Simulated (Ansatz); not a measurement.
CaSe built on the NiAs prototype, relaxed with r2SCAN in Ansatz: space group P6_3/mmc (No. 194), hexagonal; a = 4.132 Å, c = 7.163 Å in the conventional setting, 26.47 Å³ an atom. Ca is surrounded by 6 Se at 2.98 Å; Se is surrounded by 6 Ca at 2.98 Å. The primitive cell holds 4 atoms in 105.89 Å³. These are computed values for a spin-unpolarised cell that may be hypothetical; none is a measurement.

Computed values: PBE gives a gap of 2.20 eV and PBE0 (25 % exact exchange) 3.89 eV; one over PBE's mean ε∞ is 0.179. HSE06 (6×6×4) gives a least gap of 3.20 eV and a least direct gap of 3.53 eV.

(1) What is the density?

(2) Taking the gap as linear in the share of unscreened exchange, estimate the gap of the hybrid whose share is 1/ε∞.

(3) At what wavelength does absorption set in by HSE06, excitons left aside?

## Answers

(1) The cell holds 2 Ca, 2 Se: M = 2×40.078 + 2×78.971 = 238.10 u in V = 105.89 Å³. ρ = 1.66054 × M/V = 1.66054 × 238.10/105.89 = 3.734 g/cm³, for the static r2SCAN lattice.

(2) The slope is (3.89 − 2.20)/0.25 = 6.76 eV per unit share, so E_g ≈ 2.20 + 6.76 × 0.179 = 3.41 eV. The run with that share gives 3.40 eV (6×6×4 mesh), -0.01 eV from the straight line.

(3) λ = 1239.84 eV nm/E: 387 nm for the least gap, where it needs phonons and is weak, and 351 nm for direct transitions.

Spin-orbit coupling is left out.

The meshes of the hybrids are coarse, so their gaps aren't converged to the digits shown.
